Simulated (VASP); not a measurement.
Input of a VASP 6.6.1 run:

The input INCAR:

```
PREC     = Accurate       # precision mode
ENCUT    = 520            # plane-wave cutoff, eV
EDIFF    = 1E-8           # SCF threshold, eV
ISMEAR   = 0              # smearing method
SIGMA    = 0.02           # smearing width, eV
LREAL    = F              # projectors in reciprocal space
LASPH    = T              # aspherical terms in the spheres
NELM     = 60             # most SCF steps
ALGO     = Fast           # electronic algorithm
ISIF     = 2              # what is computed and relaxed
LWAVE    = F              # write WAVECAR
LCHARG   = F              # write CHGCAR
GGA      = PE             # functional
LEFG     = T
```

File KPOINTS:

```
regular mesh
0
Gamma
  4 4 5
```

File POSCAR:

```
HfO2
1.0
    5.0803194000      0.0000000000      0.0000000000
    0.0000000000      5.1648674500      0.0000000000
    0.0000000000      0.0000000000      4.8908836500
Hf O
4 8
Direct
    0.2225908200      0.7817995800      0.2720679400
    0.7225908200      0.7182004200      0.7279320600
    0.7774091800      0.2182004200      0.2720679400
    0.2774091800      0.2817995800      0.7279320600
    0.1868153200      0.1636487800      0.1045346200
    0.6868153200      0.3363512200      0.8954653800
    0.8131846800      0.8363512200      0.1045346200
    0.3131846800      0.6636487800      0.8954653800
    0.0000000000      0.5000000000      0.4890544500
    0.5000000000      0.0000000000      0.5109455500
    0.0000000000      0.0000000000      0.5756249900
    0.5000000000      0.5000000000      0.4243750100
```

Potentials or basis: VASP PAW PBE potentials, release 64 (Hf_pv, O).

The run is started by

```bash
$ cat potpaw_PBE.64/Hf_pv/POTCAR potpaw_PBE.64/O/POTCAR > POTCAR
$ mpirun -np 1 vasp_std > vasp.out
```

Problem. Estimate the largest force.

Solution. 0.106 eV/Å.

Problem. Estimate the pressure.

Solution. 6.5 GPa.

Problem. Predict the band gap on the k mesh.

Solution. 3.91 eV, direct.

Electric field gradients, principal values (V/Å²):
| atom | Vxx | Vyy | Vzz |
| --- | --- | --- | --- |
| 1 Hf | -49.231 | -134.227 | 183.457 |
| 2 Hf | -49.231 | -134.227 | 183.457 |
| 3 Hf | -49.231 | -134.227 | 183.457 |
| 4 Hf | -49.231 | -134.227 | 183.457 |
| 5 O | 11.750 | 37.662 | -49.412 |
| 6 O | 11.750 | 37.662 | -49.412 |
| 7 O | 11.750 | 37.662 | -49.412 |
| 8 O | 11.750 | 37.662 | -49.412 |
| 9 O | 1.955 | 9.712 | -11.667 |
| 10 O | 1.955 | 9.712 | -11.667 |
| 11 O | 4.267 | 18.225 | -22.491 |
| 12 O | 4.267 | 18.225 | -22.491 |

Caveat: spin-orbit coupling is left out, which moves the levels of the heavy elements; an odd mesh through Γ misses points on the zone boundary, where band edges often lie.
